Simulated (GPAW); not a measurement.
Runs of GPAW 26.7.0 on TiC. It takes space group Fm-3m (No. 225, cubic). Conventional cell: a = 4.331 Å, b = 4.331 Å, c = 4.331 Å, α = 90.00°, β = 90.00°, γ = 90.00°. Ti (site symmetry m-3m) is surrounded by 6 C at 2.17 Å. Around C (site symmetry m-3m) lie 6 Ti at 2.17 Å. The cell is a database's computed one.

| task | level | potentials or basis | cell | k mesh | smearing | eigensolver | optimizer | fmax | max steps | convergence | gap on the mesh (eV) | pressure (GPa) | relaxed volume (Å³/atom) |
| --- | --- | --- | --- | --- | --- | --- | --- | --- | --- | --- | --- | --- | --- |
| relaxation of cell and atoms | BLYP+D3(BJ) | PAW data sets generated in the run's folder for this functional, pw | relaxed | 11 × 11 × 11 | fermi-dirac 0.05 eV | davidson | FIRE | 0.01 eV/Å | 100 | density=1e-05 forces=0.0001 | none | -0.1 | 9.85 |
| single point | PBEsol | PAW data sets generated in the run's folder for this functional, pw | as given | 11 × 11 × 11 | gaussian 0.02 eV | - | - | - | - | - | none | -5.9 | - |
| single point | RPBE | the program's PAW data sets (release 1.2.1) made for this functional, pw | as given | 11 × 11 × 11 | gaussian 0.02 eV | - | - | - | - | - | none | (b) | - |
| relaxation of cell and atoms | revPBE+D4 | the program's PAW data sets (release 1.2.1) made for this functional, pw | relaxed | 11 × 11 × 11 | fermi-dirac 0.05 eV | - | BFGS | 0.01 eV/Å | 40 | density=1e-05 forces=0.0001 | none | 0.1 | 9.94 |
| relaxation of cell and atoms | revPBE+D3(BJ) | the program's PAW data sets (release 1.2.1) made for this functional, pw | relaxed | 11 × 11 × 11 | fermi-dirac 0.05 eV | - | FIRE | 0.01 eV/Å | 40 | density=1e-05 forces=0.0001 | none | -0.1 | 9.78 |
| band structure | MS2 | GPAW PAW data sets (gpaw-data 1.2.1), pw | as given | 9 × 9 × 9 | fermi-dirac 0.05 eV | - | - | - | - | - | - | (a) | - |

Alike in all rows: no spin polarisation; cutoff (eV) 800.

Q: Estimate the missing entries.

A: (a) -0.6; (b) 5.6.

Caveats: later steps reuse the first step's grids (some runs); pairwise dispersion overbinds metals, which lowers pressure and volume (some runs); the PAW data sets were made with another functional, which shifts forces and pressure a little (some runs).

A gap of «none» marks a metal or a gap under the smearing width.

Runs at the PBE level aren't shown here.
